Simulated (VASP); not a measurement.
A run of VASP 6.6.1:

INCAR

```
  ALGO = Normal
  EDIFF = 1E-6
  EDIFFG = -0.01
  ENCUT = 600
  GGA = PS
  IBRION = 2
  ISIF = 3
  ISMEAR = 0
  LASPH = T
  LCHARG = F
  LREAL = F
  LWAVE = F
  NELM = 80
  NSW = 90
  PREC = Accurate
  SIGMA = 0.03
```

The input KPOINTS:

```
k-points
0
Gamma
  8 8 8
```

The input POSCAR:

```
RbBr
1.0
    0.0000000000      3.4270000000      3.4270000000
    3.4270000000      0.0000000000      3.4270000000
    3.4270000000      3.4270000000      0.0000000000
Rb Br
1 1
Direct
    0.0000000000      0.0000000000      0.0000000000
    0.5000000000      0.5000000000      0.5000000000
```

Potentials or basis: VASP PAW PBE potentials, release 64 (Rb_sv, Br).

Run with:

```bash
$ cat potpaw_PBE.64/Rb_sv/POTCAR potpaw_PBE.64/Br/POTCAR > POTCAR
$ mpirun -np 1 vasp_std > vasp.out
```

Hardware: 1 thread of Intel(R) Xeon(R) Platinum 8488C (Sapphire Rapids), with other jobs on the host.

Task: Estimate the wall time of this run.

Result: Run time: 33 s on 1 thread of Intel(R) Xeon(R) Platinum 8488C (Sapphire Rapids), with other jobs on the host, peak memory 0.25 GiB. Counts: scf iterations 13, k points 29, ion steps 1.
